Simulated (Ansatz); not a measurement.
# Cubic perovskite LaAlO3 (cubic high-temperature phase)

Method: PBEsol (Ansatz, a program for electronic structure, plane waves, PAW).

Run with plane-wave cutoff 520 eV, 10×10×10 k mesh, Fermi–Dirac smearing 0.01 eV, scalar-relativistic PAW data made under PBE.

Cell: measured lattice: a = b = c = 3.810 Å, α = β = γ = 90.00°.

For cubic perovskite LaAlO3 (cubic high-temperature phase), the band gap is 3.39 eV and the smallest direct gap on the k points sampled is 3.52 eV.

Note: held by symmetry at 0 K, a high-temperature phase can be a saddle point; cell and atoms aren't relaxed at this level (pressure -5.9 GPa).

Spin–orbit coupling is not included.

The computed numbers hold no vibrational or temperature effects.
